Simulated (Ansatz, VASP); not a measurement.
**Two plane-wave programs on PtS2**

INCAR

```
SYSTEM = PtS2
  ALGO = Normal
  EDIFF = 1E-6
  ENCUT = 520
  ISIF = 2
  ISMEAR = 0
  ISPIN = 2
  LASPH = .TRUE.
  LCHARG = .FALSE.
  LDAU = .TRUE.
  LDAUJ = 0.9 0
  LDAUL = 2 -1
  LDAUPRINT = 1
  LDAUTYPE = 1
  LDAUU = 5 0
  LMAXMIX = 4
  LORBIT = 11
  LREAL = .FALSE.
  LWAVE = .FALSE.
  MAGMOM = 4 4 0 0 0 0
  NBANDS = 35
  NELM = 150
  PREC = Accurate
  SIGMA = 0.05
```

File KPOINTS:

```
k-points
0
G
  6 6 2
  0 0 0
```

POSCAR

```
PtS2
1.0
    3.5431995400      0.0000000000      0.0000000000
   -1.7715997700      3.0685008100      0.0000000000
    0.0000000000      0.0000000000     10.0776001800
Pt S
2 4
Direct
    0.0000000000      0.0000000000      0.0000000000
    0.0000000000      0.0000000000      0.5000000000
    0.3333333333      0.6666666667      0.1250000000
    0.6666666667      0.3333333333      0.3750000000
    0.3333333333      0.6666666667      0.6250000000
    0.6666666667      0.3333333333      0.8750000000
```

Input for Ansatz:

```yaml
crystal:
  lattice:
    - [3.54319954, 0.0, 0.0]
    - [-1.77159977, 3.06850081, 0.0]
    - [0.0, 0.0, 10.07760018]
  atoms:
    - { symbol: Pt, position: [0.0, 0.0, 0.0], spin: 4.0 }
    - { symbol: S, position: [0.3333333333, 0.6666666667, 0.125] }
    - { symbol: S, position: [0.6666666667, 0.3333333333, 0.375] }
    - { symbol: Pt, position: [0.0, 0.0, 0.5], spin: 4.0 }
    - { symbol: S, position: [0.3333333333, 0.6666666667, 0.625] }
    - { symbol: S, position: [0.6666666667, 0.3333333333, 0.875] }
basis:
  ecutwfc: 420
  ecutrho_ratio: 4
kpoints:
  mp_grid: { grid: [6, 6, 2] }
hamiltonian:
  xc: lda
  hubbard:
    sites:
      - { site: 0, l: d, u: 5.0, j: 0.9 }
      - { site: 3, l: d, u: 5.0, j: 0.9 }
scf:
  occupations: { method: gaussian, width: 0.05 }
  lower_state_search: "off"
  max_iter: 150
output:
  forces: true
  stress: true
  eigenvalues: true
  populations: true
  hubbard: { sites: [{ site: 0, l: d }, { site: 3, l: d }] }
magnetization:
  spin_polarized: true
```

Alike in both runs: task single point; functional LDA; k mesh 6 × 6 × 2; occupations gaussian, width 0.05 eV; collinear spin; Hubbard terms Pt d U = 5.0 eV, J = 0.9 eV.

```csv
,VASP,Ansatz
version,VASP 6.6.1,Ansatz 0.2.0
potentials or method,"VASP PAW LDA potentials, release 64 (Pt, S)","scalar-relativistic, plane waves, PAW"
plane-wave cutoff (eV),520,420
valence electrons in the cell,44,60
```

```csv
,VASP,Ansatz,Ansatz less VASP
gap on the k mesh at the Fermi level (eV),0.30,0.32,+0.024
least direct gap on the mesh (eV),1.09,1.08,-0.008
pressure (GPa),-8.2,-4.9,+3.26
largest component of the traceless stress (GPa),0.11,1.28,+1.162
rms of the force components (eV/Å),0.409,0.259,-0.1503
net moment per atom (μB),0.00,0.00,0.000
```

The programs project onto different local orbitals, so the same U acts differently. The two sets of potentials don't hold the same shells in valence. Ansatz warned: «seeded_moment_not_kept».

Caveats: spin-orbit coupling is left out, which moves the levels of the heavy elements; the cell's inner coordinates are idealised or old, which leaves forces on the atoms. The state reached can hang on the start; a lower one may exist. A k mesh can miss the band edges.
